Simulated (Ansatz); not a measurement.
The system is Sb.

```xyz
2
Lattice="3.3545 0.0000 0.0000 -1.6773 2.9051 0.0000 0.0000 0.0000 5.4702" Properties=species:S:1:pos:R:3 pbc="T T T"
Sb    1.6773    0.9684    4.1026
Sb    0.0000    1.9367    1.3675
```

This isn't the form of Sb at room conditions, which is rhombohedral.

Below is the output of Ansatz 0.2.0 for this cell. Logs are shortened: lines on timing, memory, paths and dates and some standing lists are left out, and cuts for length are marked.

```text
Warning: RAYON_NUM_THREADS=1 ignored (pool sized by the plan → 1); use --threads N
Sb: projections on atomic orbitals take those of the free atom 1s2 2s2 2p6 3s2 3p6 3d10 4s2 4p6 4d10 5s2 5p3, of charge +0.00 (hamiltonian.pseudopotentials.projection_atoms)
LAPW: plane waves up to 6.405 Å⁻¹, error target 1.0e-3 eV per atom; small_component_spin mean_spin; Sb in spheres of 1.676 Å, 23 of its electrons in bands, Dirac shells [] (how accurate: hamiltonian.pseudopotentials.lapw.basis_error, Limitations)
Engine: ansatz 0.2.0, x86_64-unknown-linux-gnu
Pseudopotentials: kind: all_electron
Pseudopotential: Sb, LAPW, valence charge 23, lapw/all_electron/scalar/gaussian/Sb, Koelling and Harmon's equation, gaussian nucleus
Functional definition: PBE
  parameter kappa = 0.804
  parameter beta = 0.06672455060314922
  exchange = pbe_x(kappa = kappa, mu = beta*pi^2/3)
  correlation = pbe_c(beta = beta)
Crystal: 2 atoms, lattice volume = 53.308 Å³
Basis set: ecut = 156.3079702347908 eV, 245 PW (Γ), exchange–correlation at level 2
Bands: 28, of which v1, the nominal top of the filled ones, is band 23 counted from 1 (22 counted from 0)
Symmetry: 24 space group operations
Space group: P63/mmc (ITA 194), of the structure as read, at distance tolerance 3.8e-5 Å
k-points: 36 of 405
Non-local potential: Sb, projectors of the file, none
Initial density: superposition of atomic densities (chi_scale 0.1, normalization cell)
Initial wavefunctions: plane waves of lowest kinetic energy (no species holds an atomic orbital)
Functional: x = pbe(κ = 0.804, μ = 0.2195149727645171), c = pbe(β = 0.06672455060314922)
iter 1 solved again at ethr=1.28e-5 eV; its pass at ethr=1.00e-1 eV (dr2=5.87e-3 eV) is discarded
SCF iter   1: F=—  HF=-352735.837563 eV  |F-HF|=—  |Δ(HF+E_count)|=         —  Δρ=4.25e-3  dr2=5.95e-3  ethr=1.28e-5  ⟨swp⟩=3.8  Hψ=7184  notcnv=0
preconditioner: auto → Kerker (q_TF=auto, 2.662 Å⁻¹)  [metal: Δε(μ)=0.039 eV  Ē_g=9.461 eV  σ=0.050 eV  W_gap=0.19  n_scr=22 (ndim 8)  ℏωp=16.1 eV  f_vac=0.000  D(μ)=1.56/eV (n_scr^D=10)]
SCF iter   2: F=—  HF=-352735.823703 eV  |F-HF|=—  |Δ(HF+E_count)|=   1.39e-2  Δρ=2.54e-3  dr2=2.57e-3  ethr=1.28e-5  ⟨swp⟩=2.0  Hψ=2991  notcnv=0
SCF iter   3: F=—  HF=-352735.823016 eV  |F-HF|=—  |Δ(HF+E_count)|=   6.88e-4  Δρ=1.22e-3  dr2=7.71e-4  ethr=5.60e-6  ⟨swp⟩=2.0  Hψ=2994  notcnv=0
SCF iter   4: F=—  HF=-352735.823094 eV  |F-HF|=—  |Δ(HF+E_count)|=   7.84e-5  Δρ=6.35e-4  dr2=2.50e-4  ethr=1.68e-6  ⟨swp⟩=2.0  Hψ=2990  notcnv=0
iter 5 solved again at ethr=1.98e-8 eV; its pass at ethr=5.44e-7 eV (dr2=9.12e-6 eV) is discarded
SCF iter   5: F=—  HF=-352735.823188 eV  |F-HF|=—  |Δ(HF+E_count)|=   9.42e-5  Δρ=1.18e-4  dr2=9.08e-6  ethr=1.98e-8  ⟨swp⟩=2.0  Hψ=5051  notcnv=0
SCF iter   6: F=—  HF=-352735.823190 eV  |F-HF|=—  |Δ(HF+E_count)|=   1.59e-6  Δρ=3.35e-5  dr2=4.93e-7  ethr=1.97e-8  ⟨swp⟩=2.0  Hψ=2990  notcnv=0
SCF iter   7: F=-352735.823190 eV  HF=-352735.823190 eV  |F-HF|=1.24e-8  |Δ(HF+E_count)|=   2.28e-7  Δρ=7.99e-6  dr2=4.03e-8  ethr=1.07e-9  ⟨swp⟩=2.9  Hψ=3054  notcnv=0
SCF 1 converged in 7 iterations: F = -352735.823190 eV  dr2 = 4.03e-8
SCF converged after 7 iterations
Free energy (F): -352735.823190 eV
Harris-Foulkes:  -352735.823190 eV  (|F-HF|=1.24e-8)
Internal energy: -352735.811184 eV  (E = F + TS)
E sigma→0 (E₀):  -352735.817187 eV
Entropy (-TS):   -0.012006 eV (-6.003 meV/atom)
Fermi energy:    14.734642 eV
--- Per-component energies (eV) ---
  E_band       = -1705.668960
  E_kinetic    = 371743.163536
  E_xc         = -9287.477045
  E_electrostatic = -715191.497675  (all electrons and nuclei)
  E_smearing   = -0.012006  (= −TS)
  E_closure    = 0.000000  (closes the sum)
  E_atoms      = -352728.128962  (free atoms, spherical and without spin; not in F)
  Σ components = -352735.823190   (vs F -352735.823190, Δ=0.00e0)
  Basis errors (estimates in eV, not in F): energy 2.2e-4 per atom: plane waves 2.2e-4 (1.1e-4 summed), levels above the bands 1.9e-61, relativity 2.3e-8, radial functions 4.6e-6, core shells 3.2e-11; eigenvalues (radial functions only) 4.7e-6; not estimated: angular momenta, meshes, grids; target (lapw.basis_error) 1.0e-3; muffin-tin radii Sb 1.676 Å
--- Forces (eV/Å), atoms counted from 1 ---
  atom   1  Sb     0.00000000     0.00000000     0.00000000
  atom   2  Sb    -0.00000000    -0.00000000     0.00000000
  max |Σ_I F_I| component: 1.16e-18 eV/Å
--- Stress (GPa, compression-positive) ---
        1.582840      -0.000000       0.000000
        0.000000       1.582840       0.000000
        0.000000       0.000000       1.301963
  P = ⅓ Tr σ = 1.4892 GPa (14.892 kbar)
--- Band table (eV; the first three rows and the last of 36) ---
  k-point 0: bands = ["-129.7061", "-129.7060", "-82.6815", "-82.6800", "-82.6721", "-82.6721", "-82.6718", "-82.6718", "-14.5156", "-14.5064", "-14.4978", "-14.4978", "-14.4934", "-14.4934", "-14.4886", "-14.4886", "-14.4369", "-14.4369", "1.8224", "5.6614", "8.9482", "18.4337", "18.4337", "20.0864", "20.0864", "20.3241", "22.6978", "23.9095"]
  k-point 1: bands = ["-129.7061", "-129.7060", "-82.6813", "-82.6801", "-82.6721", "-82.6721", "-82.6719", "-82.6719", "-14.5146", "-14.5071", "-14.5030", "-14.5030", "-14.4959", "-14.4959", "-14.4780", "-14.4780", "-14.4398", "-14.4398", "2.0229", "4.8298", "10.1850", "18.5282", "18.5825", "18.5825", "19.9364", "19.9364", "22.8470", "24.2086"]
  k-point 2: bands = ["-129.7061", "-129.7061", "-82.6810", "-82.6805", "-82.6720", "-82.6720", "-82.6719", "-82.6719", "-14.5121", "-14.5092", "-14.5047", "-14.5047", "-14.5012", "-14.5012", "-14.4623", "-14.4623", "-14.4486", "-14.4486", "2.6202", "3.5916", "12.6219", "15.5185", "18.9882", "18.9882", "19.5147", "19.5147", "23.2975", "24.0485"]
  k-point 35: bands = ["-129.7060", "-129.7060", "-82.6807", "-82.6807", "-82.6728", "-82.6728", "-82.6728", "-82.6727", "-14.5139", "-14.5139", "-14.4993", "-14.4706", "-14.4599", "-14.4596", "-14.4596", "-14.4557", "-14.4362", "-14.4362", "6.9418", "6.9418", "10.6481", "10.6481", "11.1359", "12.0682", "17.4651", "17.4651", "21.5582", "22.9697"]
--- Löwdin populations: 2 sites ---
  site symbol       q [e]
     0     Sb     50.9406
     1     Sb     50.9406
  spilling = 0.001164 (of n_electrons = 102.000000)
```

Write the input and the command behind it.

Single point with PBE, no spin polarisation. The files as run (others can give the same):

input.yaml
```yaml
crystal:
  lattice:
    - [3.3545324186, 0.0, 0.0]
    - [-1.6772662093, 2.9051102923, 0.0]
    - [0.0, 0.0, 5.47016065]
  atoms:
    - { symbol: Sb, position: [0.6666666667, 0.3333333333, 0.75] }
    - { symbol: Sb, position: [0.3333333333, 0.6666666667, 0.25] }
kpoints:
  mp_grid: { grid: [9, 9, 5] }
scf:
  occupations: { method: fermi_dirac, width: 0.05 }
hamiltonian:
  xc: pbe
  pseudopotentials: { kind: all_electron, lapw: { basis_error: 0.001 } }
output:
  forces: true
  stress: true
  eigenvalues: true
  populations: true
```

Potentials or basis: all-electron LAPW, scalar-relativistic.
The run is started by
```console
$ ansatz run input.yaml --threads 1 --pin off --max-ram 3072MiB --backend cpu --events-out ev --progress --plain --runs-dir out
```
